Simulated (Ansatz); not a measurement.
A 2-atom cell of HgTe started from a crystallographic database was put through Ansatz (plane waves). The geometry is the r2SCAN minimum.

The cell:
```cif
data_structure
_symmetry_space_group_name_H-M 'P 1'
_symmetry_Int_Tables_number 1
_cell_length_a 4.6516
_cell_length_b 4.6516
_cell_length_c 4.6516
_cell_angle_alpha 60.000
_cell_angle_beta 60.000
_cell_angle_gamma 60.000
_cell_volume 71.17
loop_
_atom_site_label
_atom_site_type_symbol
_atom_site_fract_x
_atom_site_fract_y
_atom_site_fract_z
_atom_site_occupancy
Hg1 Hg 0.00000 0.00000 0.00000 1
Te1 Te 0.25000 0.25000 0.25000 1
```

Output, abridged:
```
scf.n_extra_bands = 4 over 18 filled bands (N_el = 36.0): the run solves 22 bands
Pseudopotential: Hg, paw, valence charge 20, recommended cutoff 420 eV
Pseudopotential: Te, paw, valence charge 16, recommended cutoff 420 eV
Crystal: 2 atoms, lattice volume = 71.170 Å³
Basis set: ecut = 420 eV, 1411 PW (Γ)
Symmetry: 24 space group operations
Space group: F-43m (ITA 216)
k-points: 16 of 216 (time reversal used)
preconditioner: auto → none  [σ=0.020 eV  ℏωp=18.7 eV]
SCF converged after 6 iterations
Free energy (F): -20793.729850 eV
Internal energy: -20793.729496 eV  (E = F + TS)
E sigma→0 (E₀):  -20793.729673 eV
Entropy (-TS):   -0.000354 eV (-0.177 meV/atom)
Fermi energy:    7.926231 eV
--- Per-component energies (eV) ---
  E_band       = -793.452909
  E_kinetic    = 783.468731
  E_local      = -4917.509006
  E_nonlocal   = -237.754694
  E_hartree    = 2382.541677
  E_xc         = -344.248076
  E_vxc        = -365.803121
  E_paw        = -14606.717582
  E_vpaw       = -820.942497
  E_ewald      = -3853.511254
  E_smearing   = -0.000354
--- Forces (eV/Å), atoms counted from 1 ---
  atom   1  Hg      0.00000      0.00000      0.00000
  atom   2  Te      0.00000      0.00000      0.00000
--- Stress (GPa, compression-positive) ---
        1.281474       0.000000       0.000000
        0.000000       1.281474       0.000000
        0.000000       0.000000       1.281474
  P = ⅓ Tr σ = 1.2815 GPa (12.815 kbar)
--- Band table (eV; the first three rows and the last of 16) ---
  k-point 0: bands = […, 0.8520, 1.3198, 1.3198, 7.0683, 7.9124, 7.9124, 7.9124, 12.2463, 12.2463, 12.2463]
  k-point 1: bands = […, 0.9098, 1.3176, 1.3176, 5.6049, 7.6553, 7.6553, 8.6630, 12.2398, 12.5919, 12.5919]
  k-point 2: bands = […, 1.1837, 1.3258, 1.3258, 3.7973, 7.2197, 7.2197, 8.7093, 12.9748, 12.9748, 13.6483]
  k-point 15: bands = […, 1.2190, 1.3367, 1.8228, 2.7220, 5.5997, 5.6496, 10.5852, 11.6654, 14.3173, 14.5831]
```

Q: Reconstruct the input, leaving the band path aside.

A:
```yaml
crystal:
  # lattice and atoms as above
kpoints:
  mp_grid: { grid: [6, 6, 6] }
hamiltonian:
  xc: pbe
scf:
  occupations: { method: fermi_dirac, width: 0.02 }
  n_extra_bands: 4
output:
  forces: true
  stress: true
  eigenvalues: true
```
There is no exchange loop, so no exact exchange. The compression on the r2SCAN cell fits PBE, which tends to larger cells. A single point prints forces and stress when the output block asks for them. The lines shown narrow the functional down without fixing it; this is the one that was run. Keys that only write grids to files are left aside. Not every key shows in the log; this is the file that was used.

PBE gives a gap of zero: filled and empty bands touch at Γ.

Run as `ansatz run input.yaml --threads 2 --pin off --max-ram 2211MiB --backend cpu --events-out ev --progress --plain --runs-dir out`.

Calculated for a static, non-magnetic cell.

Spin-orbit coupling is left out, which matters wherever the heavy atoms make up the band edges.
